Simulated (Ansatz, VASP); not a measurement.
# Cross-check of ZrGe between VASP and Ansatz

Aim: how closely do two programs agree when they are given the same cell, functional and k mesh? The cell is generated by rule, not measured, and may not be a known phase. The cell is taken from a series of runs on this material, whose earlier steps may have relaxed, scaled, displaced or heated it; both programs get it as it stands.

Program: Ansatz 0.2.0. Level of theory: plane waves, with VASP 6.6.1 beside it; PBE. Results are calculated unless marked as measured.

The structure was built from a prototype and need not be the compound's stable phase.

## 1. The starting structure

Symmetry: Fm-3m, No. 225, cubic system. The conventional cell has a = 5.479 Å, b = 5.479 Å, c = 5.479 Å, α = 90.00°, β = 90.00°, γ = 90.00°. Zr has 6 Ge at 2.74 Å nearest. Nearest to Ge lie 6 Zr at 2.74 Å. Farther neighbours are not listed.

As a file:

```cif
data_structure
_symmetry_space_group_name_H-M 'Fm-3m'
_symmetry_Int_Tables_number 225
_cell_length_a 5.4786
_cell_length_b 5.4786
_cell_length_c 5.4786
_cell_angle_alpha 90.000
_cell_angle_beta 90.000
_cell_angle_gamma 90.000
_cell_volume 164.44
loop_
_atom_site_label
_atom_site_type_symbol
_atom_site_symmetry_multiplicity
_atom_site_Wyckoff_symbol
_atom_site_fract_x
_atom_site_fract_y
_atom_site_fract_z
_atom_site_occupancy
Zr1 Zr 4 a 0.00000 0.00000 0.00000 1
Ge1 Ge 4 b 0.50000 0.00000 0.00000 1
```

## 2. Ansatz: relaxation of cell and atoms, PBE

Ansatz runs on its default PAW (the set named soft_2) files.

The relaxed volume is the usual yardstick between codes: in a stiff, nearly cubic crystal its relative difference is about their pressure difference at one cell divided by the bulk modulus.

Input file input.yaml:

```yaml
crystal:
  lattice:
    - [0.0, 2.7393006665, 2.7393006665]
    - [2.7393006665, 0.0, 2.7393006665]
    - [2.7393006665, 2.7393006665, 0.0]
  atoms:
    - { symbol: Zr, position: [0.0, 0.0, 0.0] }
    - { symbol: Ge, position: [0.5, 0.5, 0.5] }
kpoints:
  mp_grid: { grid: [16, 16, 16] }
hamiltonian:
  xc: pbe
scf:
  occupations: { method: methfessel_paxton, width: 0.2 }
output:
  forces: true
  stress: true
  eigenvalues: true
relax:
  adjacent_minimum: "off"
  f_tol: 0.001
  max_steps: 60
  cell: { stress_tol: 0.01 }
```

The run is started by

```console
ansatz run input.yaml --threads 4 --pin off --max-ram 7168MiB --backend cpu --events-out ev --progress --plain --runs-dir out
```

Numbers of over 12 decimals in the logs are rounded to 6 here.

What it wrote:

```text
Engine: ansatz 0.2.0, aarch64-unknown-linux-gnu
Pseudopotentials: kind: paw
Pseudopotential: Zr, paw, valence charge 12, recommended cutoff 420 eV (normal), Zr.paw.azcp
Pseudopotential: Ge, paw, valence charge 14, recommended cutoff 420 eV (normal), Ge.paw.azcp
Functional definition: PBE
  parameter kappa = 0.804
  parameter beta = 0.066725
  exchange = pbe_x(kappa = kappa, mu = beta*pi^2/3)
  correlation = pbe_c(beta = beta)
Crystal: 2 atoms, lattice volume = 41.110 Å³
Basis set: ecut = 420 eV, 821 PW (Γ), exchange–correlation on 54×54×54 points (8 copies of the dense FFT grid, shifted against one another)
Bands: 17, of which v1, the nominal top of the filled ones, is band 13 counted from 1 (12 counted from 0)
Symmetry: 48 space group operations
Space group: Fm-3m (ITA 225), of the structure as read, at distance tolerance 3.5e-5 Å
k-points: 145 of 4096
Non-local potential: Zr, projectors of the file, l = 0: 3, l = 1: 2, l = 2: 2, l = 3: 2
Non-local potential: Ge, projectors of the file, l = 0: 2, l = 1: 2, l = 2: 3, l = 3: 1
PAW form: soft (Blöchl's): semilocal exchange-correlation on the pseudo side does not see the compensation charge
PAW one-centre angular grid: Zr, 590 points (default); XC on 64 Gauss nodes
PAW one-centre angular grid: Ge, 590 points (default); XC on 64 Gauss nodes
Initial density: superposition of atomic densities (neutral atoms: chi_scale 0, normalization atom), corrected by the library's trained network
Initial wavefunctions: pseudopotential atomic-orbital guess
Functional: x = pbe(κ = 0.804, μ = 0.219515), c = pbe(β = 0.066725)
SCF iter   1: F=—  HF=-8480.326306 eV  |F-HF|=—  |Δ(HF+E_count)|=         —  Δρ=3.50e-3  dr2=4.41e-3  ethr=1.77e-3  ⟨swp⟩=4.9  Hψ=10308  notcnv=0
preconditioner: auto → Kerker (q_TF=auto, 2.528 Å⁻¹)  [metal: Δε(μ)=0.005 eV  Ē_g=20.620 eV  σ=0.200 eV  W_gap=0.02  n_scr=14 (ndim 8)  ℏωp=28.4 eV  f_vac=0.000  D(μ)=0.48/eV (n_scr^D=0)]
SCF iter   2: F=—  HF=-8480.325461 eV  |F-HF|=—  |Δ(HF+E_count)|=   8.45e-4  S|Δr|=    0.00e0  Δρ=2.07e-3  dr2=1.38e-3  ethr=1.70e-5  ⟨swp⟩=2.2  Hψ=4593  notcnv=0
SCF iter   3: F=—  HF=-8480.325366 eV  |F-HF|=—  |Δ(HF+E_count)|=   9.55e-5  S|Δr|=    0.00e0  Δρ=5.59e-4  dr2=1.15e-4  ethr=5.30e-6  ⟨swp⟩=2.5  Hψ=3782  notcnv=0
SCF iter   4: F=—  HF=-8480.325305 eV  |F-HF|=—  |Δ(HF+E_count)|=   6.04e-5  S|Δr|=    0.00e0  Δρ=1.57e-4  dr2=9.25e-6  ethr=4.44e-7  ⟨swp⟩=2.0  Hψ=3761  notcnv=0
SCF iter   5: F=—  HF=-8480.325300 eV  |F-HF|=—  |Δ(HF+E_count)|=   5.12e-6  S|Δr|=    0.00e0  Δρ=5.06e-5  dr2=1.22e-6  ethr=3.56e-8  ⟨swp⟩=3.0  Hψ=4231  notcnv=0
SCF iter   6: F=-8480.325300 eV  HF=-8480.325300 eV  |F-HF|=1.93e-8  |Δ(HF+E_count)|=   1.75e-8  S|Δr|=    0.00e0  Δρ=1.30e-5  dr2=5.51e-8  ethr=3.85e-10  ⟨swp⟩=3.0  Hψ=8824  notcnv=0
SCF 1 converged in 6 iterations: F = -8480.325300 eV  dr2 = 5.51e-8
  greatest PAW one-centre occupation: 0.998 electrons in one spin orbital (limit 2), on the Ge atom at site 1 (counted from 0), in its partial waves of l = 2
relax step   1: F+E_penalty+E_count = -8480.32530025 eV  Δ(F+E_penalty+E_count) = +0.000e0 eV  max|allowed force component| = 1.620e-28 eV/Å  Δτ_max = 0.0000 Å  P = -0.019 GPa  Ω = 41.110 Å³  (6 SCF iters, dr2 threshold 1.00e-7 eV, accepted)
[...]
relax step   2: F+E_penalty+E_count = -8480.32530266 eV  Δ(F+E_penalty+E_count) = -2.416e-6 eV  max|allowed force component| = 5.312e-29 eV/Å  Δτ_max = 0.0000 Å  P = +0.023 GPa  Ω = 41.094 Å³  energy of the carried Pulay correction = +2.601e-6 eV  (5 SCF iters, dr2 threshold 9.28e-10 eV, rejected (line search))
[...]
relax step   3: F+E_penalty+E_count = -8480.32530186 eV  Δ(F+E_penalty+E_count) = -1.620e-6 eV  max|allowed force component| = 8.152e-29 eV/Å  Δτ_max = 0.0000 Å  P = +0.000 GPa  Ω = 41.103 Å³  energy of the carried Pulay correction = +1.183e-6 eV  (6 SCF iters, accepted)
[...]
relax step   4: F+E_penalty+E_count = -8480.32530186 eV  Δ(F+E_penalty+E_count) = -3.638e-12 eV  max|allowed force component| = 7.363e-29 eV/Å  Δτ_max = 0.0000 Å  P = -0.000 GPa  Ω = 41.103 Å³  stress off target by 3.65e-5 GPa  SCF on the basis re-selected at this cell (its energy is not comparable with the rows above)  (3 SCF iters)
basis re-selected at this cell: Δ(F+E_penalty+E_count) = -3.638e-12 eV, ΔP = -0.000 GPa vs the last step (what re-selecting the basis moved, of the pressure what is left beyond the Pulay correction that the steps carried, after the strain that the cell walked since its last selection, with what the two solves' SCF thresholds leave and, on support functions, any second-order correction that the steps lacked; it is no  [...]
SCF converged after 3 iterations
Stability not checked: this state was not tested for a lower state beside it, because cold or Methfessel-Paxton smearing, or corrected tetrahedra, fill the levels in a way that the test cannot read (fill_not_monotonic; see scf.lower_state_search)
Free energy (F): -8480.325302 eV
Harris-Foulkes:  -8480.325302 eV  (|F-HF|=1.82e-12)
Internal energy: -8480.326046 eV  (E = F + TS)
E sigma→0 (E₀):  -8480.325488 eV
Entropy (-TS):   0.000744 eV (0.372 meV/atom)
Fermi energy:    12.772862 eV
--- Per-component energies (eV) ---
  E_band       = -197.102462
  E_kinetic    = 445.048397
  E_local      = -2872.752648  (includes V_loc(G=0)·N_el)
  E_nonlocal   = 497.808434
  E_hartree    = 1191.061993
  E_xc         = -238.340577
  E_vxc        = -257.045580  (∫ρ·V_xc dr)
  E_paw        = -4973.219413  (= ΣΔE_a)
  E_vpaw       = -392.285424  (= ΣTr[D̂ρ^β])
  E_aug_tail   = 0.000369  (compensation charges beyond the density's cutoff)
  E_ewald      = -2529.932601
  E_smearing   = 0.000744  (= −TS)
  E_closure    = 0.000000  (closes the sum)
  Σ components = -8480.325302   (vs F -8480.325302, Δ=0.00e0)
--- Forces (eV/Å), atoms counted from 1 ---
  atom   1  Zr     0.00000000    -0.00000000     0.00000000
  atom   2  Ge     0.00000000    -0.00000000    -0.00000000
  max |Σ_I F_I| component: 1.72e-28 eV/Å
--- Stress (GPa, compression-positive) ---
       -0.000037      -0.000000       0.000000
       -0.000000      -0.000037       0.000000
       -0.000000       0.000000      -0.000037
  P = ⅓ Tr σ = -0.0000 GPa (-0.000 kbar)
--- Band table (eV; the first three rows and the last of 145) ---
  k-point 0: bands = [... 9 lower, 2.5461, 12.9419, 12.9419, 12.9419, 13.6962, 13.6962, 15.0714, 15.0714]
  k-point 1: bands = [... 9 lower, 2.6088, 12.7281, 12.9131, 12.9131, 13.4195, 13.4195, 14.9854, 15.5122]
  k-point 2: bands = [... 9 lower, 2.7942, 12.1437, 12.5470, 12.5470, 13.3358, 13.3358, 14.8450, 16.3615]
  k-point 144: bands = [... 9 lower, 4.7245, 10.1997, 10.1997, 10.5078, 15.0663, 15.0663, 15.7520, 15.8116]
--- Relaxed structure (3 steps of the walk, 2 accepted, 1 SCFs on fresh bases) ---
  F+E_penalty+E_count = -8480.32530186 eV   max|allowed force component| = 7.363e-29 eV/Å   (the final SCF, on the basis selected at the relaxed cell)
  cell:  # Å, volume = 41.1030 Å³
    - [0, 2.739141, 2.739141]
    - [2.739141, 0, 2.739141]
    - [2.739141, 2.739141, 0]
  atoms:
    - { symbol: Zr, position: [0, 0, 0] }
    - { symbol: Ge, position: [0.500000, 0.500000, 0.500000] }
```

## 3. VASP: relaxation of cell and atoms, PBE

The same cell, functional, mesh and smearing now go to VASP, with its own data sets.

Lines of VASP's logs that name or quote its potential files are left out, and so is its time.

Input file INCAR:

```
SYSTEM = ZrGe
PREC = Accurate
ENCUT = 500
EDIFF = 1E-07
NELM = 120
ISMEAR = 1
SIGMA = 0.2
LREAL = .FALSE.
ALGO = Normal
GGA = PE
NBANDS = 19
LASPH = .TRUE.
LORBIT = 11
LWAVE = .FALSE.
LCHARG = .FALSE.
ISIF = 3
IBRION = 2
NSW = 80
EDIFFG = -0.005
GGA_COMPAT = .FALSE.
NELMIN = 4
KPAR = 2
```

Input file POSCAR:

```
ZrGe
1.0
    0.0000000000      2.7393010000      2.7393010000
    2.7393010000      0.0000000000      2.7393010000
    2.7393010000      2.7393010000      0.0000000000
Zr Ge
1 1
Direct
    0.0000000000      0.0000000000      0.0000000000
    0.5000000000      0.5000000000      0.5000000000
```

Input file KPOINTS:

```
Automatic mesh
0
Gamma
16 16 16
0 0 0
```

Potentials, in the order of the species: Zr_sv and Ge_d (PBE family, release 64).

The run is started by

```console
mpirun -np 2 vasp_std
```

What it wrote:

```text
[banner, memory and clock lines left out]
running    2 mpi-ranks, on    1 nodes
 distrk:  each k-point on    1 cores,    2 groups
 distr:  one band on    1 cores,    1 groups

 POSCAR found type information on POSCAR ZrGe
 POSCAR found :  2 types and       2 ions
 LDA part: xc-table for (Slater+PW92), standard interpolation
 POSCAR, INCAR and KPOINTS ok, starting setup
 FFT: planning ... GRIDC
 FFT: planning ... GRID_SOFT
 FFT: planning ... GRID
 WAVECAR not read
 entering main loop
       N       E                     dE             d eps       ncg     rms          rms(c)
DAV:   1     0.229835203549E+03    0.22984E+03   -0.13642E+04  6340   0.303E+03
DAV:   2     0.933610782368E+01   -0.22050E+03   -0.21402E+03  5593   0.630E+02
DAV:   3    -0.144409711002E+02   -0.23777E+02   -0.23445E+02  6323   0.136E+02
DAV:   4    -0.156179323050E+02   -0.11770E+01   -0.11714E+01  8901   0.278E+01
DAV:   5    -0.156372937475E+02   -0.19361E-01   -0.19354E-01  6522   0.307E+00    0.128E+01
DAV:   6    -0.145739178972E+02    0.10634E+01   -0.25989E+00  9286   0.367E+01    0.420E+00
DAV:   7    -0.145388303523E+02    0.35088E-01   -0.29899E-01  7260   0.499E+00    0.149E+00
DAV:   8    -0.145392121780E+02   -0.38183E-03   -0.28381E-02  7294   0.261E+00    0.266E-01
DAV:   9    -0.145388604216E+02    0.35176E-03   -0.42018E-03  7618   0.947E-01    0.979E-02
DAV:  10    -0.145388512831E+02    0.91385E-05   -0.48316E-04  6100   0.232E-01    0.160E-02
DAV:  11    -0.145388499266E+02    0.13565E-05   -0.31421E-05  7328   0.662E-02    0.113E-02
DAV:  12    -0.145388482009E+02    0.17257E-05   -0.25676E-06  7771   0.132E-02    0.370E-03
DAV:  13    -0.145388482057E+02   -0.48531E-08   -0.28392E-07  5889   0.555E-03
   1 F= -.14538848E+02 E0= -.14539096E+02  d E =-.145388E+02
 curvature:   0.00 expect dE= 0.000E+00 dE for cont linesearch  0.000E+00
 trial: gam= 0.00000 g(F)=  0.114E-57 g(S)=  0.817E-05 ort = 0.000E+00 (trialstep = 0.100E+01)
 search vector abs. value=  0.817E-05
 bond charge predicted
       N       E                     dE             d eps       ncg     rms          rms(c)
DAV:   1    -0.145390027989E+02   -0.15460E-03   -0.30719E-03  7282   0.764E-01    0.970E-02
DAV:   2    -0.145388818833E+02    0.12092E-03   -0.24111E-04  7613   0.212E-01    0.354E-02
DAV:   3    -0.145388541627E+02    0.27721E-04   -0.83874E-05  8971   0.103E-01    0.183E-02
DAV:   4    -0.145388518860E+02    0.22767E-05   -0.47908E-06  6852   0.216E-02    0.732E-03
DAV:   5    -0.145388505196E+02    0.13664E-05   -0.20063E-06  9444   0.102E-02    0.385E-03
DAV:   6    -0.145388500085E+02    0.51111E-06   -0.12185E-07  4477   0.459E-03    0.810E-04
DAV:   7    -0.145388499450E+02    0.63519E-07   -0.29245E-08  2980   0.185E-03
   2 F= -.14538850E+02 E0= -.14539098E+02  d E =-.173929E-05
 trial-energy change:   -0.000002  1 .order   -0.000001   -0.000008    0.000007
 step:   0.6435(harm=  0.5363)  dis= 0.00000  next Energy=   -14.538851 (dE=-0.294E-05)
 reached required accuracy - stopping structural energy minimisation
```

OUTCAR, selected parts (step 3):

```text
ion  position               nearest neighbor table
   1  0.000  0.000  0.000-   2 2.74   2 2.74   2 2.74   2 2.74   2 2.74   2 2.74
   2  0.500  0.500  0.500-   1 2.74   1 2.74   1 2.74   1 2.74   1 2.74   1 2.74

  LATTYP: Found a face centered cubic cell.
 ALAT       =     5.4786020000

 Subroutine GETGRP returns: Found 48 space group operations
 (whereof 48 operations were pure point group operations)

The static configuration has the point symmetry O_h .

 Found    145 irreducible k-points:

   k-points           NKPTS =    145   k-points in BZ     NKDIM =    145   number of bands    NBANDS=     19

   dimension x,y,z NGX =    28 NGY =   28 NGZ =   28
   dimension x,y,z NGXF=    56 NGYF=   56 NGZF=   56

   ENCUT  =  500.0 eV  36.75 Ry    6.06 a.u.   7.06  7.06  7.06*2*pi/ulx,y,z

   NELECT =      26.0000    total number of electrons

 k-points in reciprocal lattice and weights: Automatic mesh
   0.00000000  0.00000000  0.00000000       0.000
   0.06250000  0.00000000  0.00000000       0.002
   0.12500000  0.00000000  0.00000000       0.002
   0.18750000  0.00000000  0.00000000       0.002
   0.25000000  0.00000000  0.00000000       0.002
   0.31250000  0.00000000  0.00000000       0.002
   0.37500000  0.00000000  0.00000000       0.002
   0.43750000  0.00000000  0.00000000       0.002
   0.50000000  0.00000000  0.00000000       0.001
[...]
-0.31250000  0.50000000  0.18750000       0.003
  -0.25000000  0.50000000  0.25000000       0.001

 average (electrostatic) potential at core
       1 -76.0695       2 -70.4751

 E-fermi :   7.9721

 k-point     1 :       0.0000    0.0000    0.0000
  band No.  band energies     occupation
    ...
      6     -15.8685      2.00000
      7     -15.8293      2.00000
      8     -15.8293      2.00000
      9     -15.8293      2.00000
     10      -2.2492      2.00000
     11       8.1427     -0.00471
     12       8.1427     -0.00471
     13       8.1427     -0.00472
     14       8.8960     -0.00000
     15       8.8960     -0.00000
    ...

 k-point     2 :       0.0625    0.0000    0.0000
  band No.  band energies     occupation
    ...
      7     -15.8289      2.00000
      8     -15.8289      2.00000
      9     -15.8289      2.00000
     10      -2.1866      2.00000
     11       7.9287      1.35789
     12       8.1137      0.07474
     13       8.1137      0.07473
     14       8.6191     -0.00005
     15       8.6191     -0.00005
     16      10.1808     -0.00000
    ...

 k-point     3 :       0.1250    0.0000    0.0000
  band No.  band energies     occupation
    ...
      9     -15.8279      2.00000
     10      -2.0017      2.00000
     11       7.3439      2.00008
     12       7.7469      2.06748
     13       7.7469      2.06748
     14       8.5359     -0.00050
     15       8.5359     -0.00050
     16      10.0408     -0.00000
     17      11.5575     -0.00000
     18      11.5575     -0.00000
    ...

  Total       -0.0091861     -0.0091861     -0.0091861      0.0000000     -0.0000000      0.0000000
  in kB       -0.3577328     -0.3577328     -0.3577328      0.0000000     -0.0000000      0.0000000
  external PRESSURE =      -0.3577328 kB  Pullay stress =       0.0000000 kB

  energy-cutoff  :      500.00
  volume of cell :       41.14
      direct lattice vectors                 reciprocal lattice vectors
    -0.000000000  2.740002943  2.740002943    -0.182481556  0.182481556  0.182481556
     2.740002943 -0.000000000  2.740002943     0.182481556 -0.182481556  0.182481556
     2.740002943  2.740002943  0.000000000     0.182481556  0.182481556 -0.182481556

 POSITION                                       TOTAL-FORCE (eV/Angst)
 -----------------------------------------------------------------------------------
      2.74000      2.74000      5.48001        -0.000000     -0.000000     -0.000000
      2.74000      2.74000      2.74000         0.000000      0.000000      0.000000
 -----------------------------------------------------------------------------------
    total drift:                                0.000000      0.000000      0.000000

  FREE ENERGIE OF THE ION-ELECTRON SYSTEM (eV)
  ---------------------------------------------------
  free  energy   TOTEN  =       -14.5388499450 eV

  energy  without entropy=      -14.5395937903  energy(sigma->0) =      -14.53909789

 reached required accuracy - stopping structural energy minimisation

 total charge
# of ion       s       p       d       tot
------------------------------------------
    1        2.147   5.974   1.645   9.766
    2        1.153   1.379  10.001  12.534
--------------------------------------------------
tot          3.300   7.353  11.646  22.299

[... 3 further parts left out ...]
```

The run keeps the 48 symmetry operations of its start, so it cannot find a distortion of lower symmetry.

## 4. Side by side

Known differences besides the potentials themselves: the cutoff is 420 eV in Ansatz and 500 eV in VASP; Ansatz adds a Pulay correction to the stress that steers its cell, VASP none. Total energies have different zeros and are not compared.

Compared:

| quantity | Ansatz | VASP | difference |
| --- | --- | --- | --- |
| volume (Å³) | 41.10 | 41.14 | -0.09 % |
| edge a after relaxation, in the typed setting (Å) | 3.874 | 3.875 | -0.03 % |

(Part 1 of 2 ends here.)

[Lines on the potential files, build, host, timing and source positions are cut from VASP's logs without a mark.]

[Logs are printed without paths, hosts, clocks, repeated set-up lines and the standing remarks that a program may print on its own settings, such as how far it seeks lower states.]

[Hosts, paths, dates, database ids (printed as entryN), source tags and the programs' standing remarks are cut or masked in the printed files.]
